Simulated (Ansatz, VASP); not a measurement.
Zr4B in VASP and in Ansatz

File INCAR:

```
SYSTEM = Zr4B
PREC = Accurate ; ENCUT = 520
EDIFF = 1E-6 ; ISMEAR = 0
SIGMA = 0.1 ; LREAL = .False.
LASPH = .True. ; NELM = 60
ALGO = Normal ; ISIF = 2
LWAVE = .False. ; LCHARG = .True.
GGA = PE ; LELF = .True.
LVHAR = .True. ; NBANDS = 34
```

Contents of KPOINTS:

```
regular mesh
0
Gamma
  4 4 6
  0 0 0
```

POSCAR

```
Zr4B
1.0
    3.3074709600     -3.4730740600      0.0000000000
    3.3074709600      3.4730740600      0.0000000000
    0.0000000000      0.0000000000      2.9700079600
Zr B
4 1
Direct
    0.8105999900      0.1894000100      0.5000000000
    0.1894000100      0.8105999900      0.5000000000
    0.2852000000      0.2852000000      0.0000000000
    0.7148000000      0.7148000000      0.0000000000
    0.0000000000      0.0000000000      0.0000000000
```

Input for Ansatz:

```yaml
crystal:
  lattice:
    - [3.30747096, -3.47307406, 0.0]
    - [3.30747096, 3.47307406, 0.0]
    - [0.0, 0.0, 2.97000796]
  atoms:
    - { symbol: Zr, position: [0.81059999, 0.18940001, 0.5] }
    - { symbol: Zr, position: [0.18940001, 0.81059999, 0.5] }
    - { symbol: Zr, position: [0.2852, 0.2852, 0.0] }
    - { symbol: Zr, position: [0.7148, 0.7148, 0.0] }
    - { symbol: B, position: [0.0, 0.0, 0.0] }
basis:
  ecutwfc: 420
kpoints:
  mp_grid: { grid: [4, 4, 6] }
hamiltonian:
  xc: pbe
scf:
  occupations: { method: gaussian, width: 0.1 }
  lower_state_search: "off"
output:
  forces: true
  stress: true
  eigenvalues: true
```

Change from the starting cell: species swapped into the OsCl4 type (Cmmm, No. 65).

Alike in both runs: task single point; functional PBE; k mesh 4 × 4 × 6; occupations gaussian, width 0.1 eV; no spin polarisation.

```csv
,VASP,Ansatz
version,VASP 6.6.1,Ansatz 0.2.0
potentials or method,"VASP PAW PBE potentials, release 64 (Zr_sv, B)","scalar-relativistic, plane waves, PAW"
plane-wave cutoff (eV),520,420
valence electrons in the cell,51,51
```

|  | VASP | Ansatz | Ansatz less VASP |
| --- | --- | --- | --- |
| gap on the k mesh at the Fermi level (eV) | none | none | - |
| rms of the force components (eV/Å) | 4.952 | 4.920 | -0.0317 |

Atom by atom the forces differ by 0.032 eV/Å (rms over components). A gap of «none» marks a metal or a gap that the smearing closes. The functional is the same, so the differences come from potentials, cutoffs and numerics.

Caveats: forces of over 1 eV/Å show positions far from the minimum, so gaps and moduli don't describe the material at rest.
